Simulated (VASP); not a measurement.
Here is a VASP 6.6.1 calculation.

Contents of INCAR:

```
ALGO = Normal
EDIFF = 1E-6
EDIFFG = -0.01
ENCUT = 600
GGA = PE
IBRION = 2
ISIF = 3
ISMEAR = 0
LASPH = T
LCHARG = F
LREAL = Auto
LWAVE = F
NELM = 80
NSW = 65
PREC = Accurate
SIGMA = 0.02
```

Contents of KPOINTS:

```
k-points
0
Gamma
  9 9 1
```

Contents of POSCAR:

```
MgS
1.0
    4.0544445452      0.0000000000      0.0000000000
   -2.0272222726      3.5112519744      0.0000000000
    0.0000000000      0.0000000000     25.9657211241
Mg S
8 8
Direct
    0.0000000000      0.0000000000      0.0000000000
    0.3333333333      0.6666666667      0.1250000000
    0.6666666667      0.3333333333      0.2500000000
    0.0000000000      0.0000000000      0.3750000000
    0.3333333333      0.6666666667      0.5000000000
    0.6666666667      0.3333333333      0.6250000000
    0.0000000000      0.0000000000      0.7500000000
    0.3333333333      0.6666666667      0.8750000000
    0.0000000000      0.0000000000      0.0937500000
    0.3333333333      0.6666666667      0.2187500000
    0.6666666667      0.3333333333      0.3437500000
    0.0000000000      0.0000000000      0.4687500000
    0.3333333333      0.6666666667      0.5937500000
    0.6666666667      0.3333333333      0.7187500000
    0.0000000000      0.0000000000      0.8437500000
    0.3333333333      0.6666666667      0.9687500000
```

Potentials or basis: VASP PAW PBE potentials, release 64 (Mg, S).

Run with:

```console
$ cat potpaw_PBE.64/Mg/POTCAR potpaw_PBE.64/S/POTCAR > POTCAR
$ mpirun -np 1 vasp_std > vasp.out
```

**Question.** Estimate the relaxed cell.

**Answer.** a = 4.031 Å, b = 4.031 Å, c = 26.215 Å, α = 90.00°, β = 90.00°, γ = 120.00°.

**Question.** Estimate the band gap on the k mesh.

**Answer.** 3.37 eV, direct.

Forces in eV/Å, atoms in the order of the input:
```
Mg   0.000  0.000  0.001
Mg   0.000  0.000 -0.007
Mg   0.000  0.000  0.007
Mg   0.000  0.000 -0.009
Mg   0.000  0.000  0.000
Mg   0.000  0.000  0.005
Mg   0.000  0.000 -0.004
Mg   0.000  0.000  0.005
S    0.000  0.000 -0.003
S    0.000  0.000 -0.002
S    0.000  0.000 -0.006
S    0.000  0.000 -0.005
S    0.000  0.000  0.006
S    0.000  0.000  0.006
S    0.000  0.000  0.002
S    0.000  0.000  0.002
```

Caveat: an odd mesh through Γ misses points on the zone boundary, where band edges often lie.
